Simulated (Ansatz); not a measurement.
# Ba (sc type): the cost of one run

Computed with Ansatz 0.2.0 (DFT, PBE, PAW with Ansatz's default frozen-core files, scalar-relativistic, unless a step's input says otherwise).

### Step 1. Starting point

Symmetry: Pm-3m, No. 221, cubic system. Conventional cell: a = 4.092 Å, b = 4.092 Å, c = 4.092 Å, α = 90.00°, β = 90.00°, γ = 90.00°. Around Ba (site symmetry m-3m) lie 6 Ba at 4.09 Å.

As a file:

```cif
data_structure
_symmetry_space_group_name_H-M 'Pm-3m'
_symmetry_Int_Tables_number 221
_cell_length_a 4.0920
_cell_length_b 4.0920
_cell_length_c 4.0920
_cell_angle_alpha 90.000
_cell_angle_beta 90.000
_cell_angle_gamma 90.000
_cell_volume 68.52
loop_
_atom_site_label
_atom_site_type_symbol
_atom_site_symmetry_multiplicity
_atom_site_Wyckoff_symbol
_atom_site_fract_x
_atom_site_fract_y
_atom_site_fract_z
_atom_site_occupancy
Ba1 Ba 1 a 0.00000 0.00000 0.00000 1
```

The file gives the conventional cell by its symmetry; the runs use the cell typed in the input.

Whether this phase is the stable one at these pressures isn't tested.

### Step 2. Cell relaxed at zero pressure, PAW

Input file input.yaml:

```yaml
crystal:
  lattice:
    - [4.0919803578, 0.0, 0.0]
    - [0.0, 4.0919803578, 0.0]
    - [0.0, 0.0, 4.0919803578]
  atoms:
    - { symbol: Ba, position: [0.0, 0.0, 0.0] }
kpoints:
  mp_grid: { grid: [9, 9, 9] }
scf:
  occupations: { method: fermi_dirac, width: 0.08 }
hamiltonian:
  xc: pbe
  pseudopotentials: { kind: paw }
output:
  forces: true
  stress: true
relax:
  f_tol: 0.005
  max_steps: 40
  cell: {}
```

Run with:

```
$ ansatz run input.yaml --threads 1 --pin off --max-ram 2048MiB --backend cpu --events-out ev --progress --plain --runs-dir out
```

What time and memory should one allow on 1 thread of Arm Neoverse V2, shared host?

About 6.1 s, with a peak of 0.31 GiB.
